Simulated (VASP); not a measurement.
**VASP 6.6.1 run: CdSe**

INCAR

```
LASPH = .TRUE.
LWAVE = .FALSE.
GGA = PE
NBANDS = 16
ENCUT = 520
ISIF = 2
ISMEAR = -1
NELM = 66
IBRION = -1
LCHARG = .FALSE.
EDIFF = 1E-7
PREC = Accurate
SIGMA = 0.02
NSW = 0
LREAL = .FALSE.
```

KPOINTS

```
KPOINTS created by Atomic Simulation Environment
0
Gamma
1 1 1
0 0 0
```

POSCAR

```
Cd Se
 1.0000000000000000
     0.0000000000000000    3.0984587751000001    3.0984587751000001
     3.0984587751000001    0.0000000000000000    3.0984587751000001
     3.0984587751000001    3.0984587751000001    0.0000000000000000
 Cd  Se
   1   1
Cartesian
  0.0000000000000000  0.0000000000000000  0.0000000000000000
  1.5492293875500001  1.5492293875500001  1.5492293875500001
```

The recommended PBE PAW datasets give the neutral cell 18 valence electrons.

Command

```
mpirun -np 1 vasp_std
```

OSZICAR

```
N       E                     dE             d eps       ncg     rms          rms(c)
DAV:   1     0.120682413147E+03    0.12068E+03   -0.95228E+03    32   0.102E+03
DAV:   2     0.777520777897E+01   -0.11291E+03   -0.10712E+03    32   0.257E+02
DAV:   3     0.264862747600E+01   -0.51266E+01   -0.51064E+01    48   0.551E+01
DAV:   4     0.263144767823E+01   -0.17180E-01   -0.17179E-01    32   0.320E+00
DAV:   5     0.263132256720E+01   -0.12511E-03   -0.12511E-03    48   0.244E-01    0.148E+01
DAV:   6     0.496164088098E+01    0.23303E+01   -0.39327E+00    32   0.173E+01    0.157E+01
DAV:   7     0.492276606872E+01   -0.38875E-01   -0.58226E-01    32   0.422E+00    0.786E+00
DAV:   8     0.471525106927E+01   -0.20751E+00   -0.31699E+00    32   0.384E+00    0.486E+00
DAV:   9     0.490976637587E+01    0.19452E+00   -0.14394E-01    32   0.313E+00    0.369E+00
DAV:  10     0.492137361603E+01    0.11607E-01   -0.26194E-01    32   0.117E+00    0.294E+00
DAV:  11     0.491166092025E+01   -0.97127E-02   -0.41449E-01    32   0.989E-01    0.323E+00
DAV:  12     0.492814004477E+01    0.16479E-01   -0.37140E-03    32   0.391E-01    0.146E+00
DAV:  13     0.492712386834E+01   -0.10162E-02   -0.56625E-02    32   0.374E-01    0.182E+00
DAV:  14     0.493012822223E+01    0.30044E-02   -0.82997E-03    32   0.279E-01    0.525E-01
DAV:  15     0.493039460692E+01    0.26638E-03   -0.15247E-03    32   0.770E-02    0.116E-01
DAV:  16     0.493040954811E+01    0.14941E-04   -0.70088E-06    32   0.186E-02    0.267E-02
DAV:  17     0.493041071669E+01    0.11686E-05   -0.89115E-07    40   0.442E-03    0.899E-03
DAV:  18     0.493041060481E+01   -0.11187E-06   -0.28080E-08    24   0.126E-03    0.173E-02
DAV:  19     0.493041083331E+01    0.22850E-06   -0.12841E-07    32   0.204E-03    0.103E-03
DAV:  20     0.493041084002E+01    0.67043E-08   -0.93475E-09    16   0.593E-04
   1 F= 0.49304108E+01 E0= 0.49753233E+01  d E =-.898250E-01
```

It converged. Results: gap between bands v and c on the k mesh 0.00 eV; least direct gap on the k mesh 0.00 eV; pressure 40.0 GPa. Band v is the last that the valence electrons fill when counted band by band, and c is the next.

Why shouldn't this run be trusted?

One k point for a small cell. On sound settings PBE gives a gap of 0.49 eV on its mesh and a pressure of 0.2 GPa for the intended cell. This run's energy (σ→0) differs from it by 5237 meV an atom.
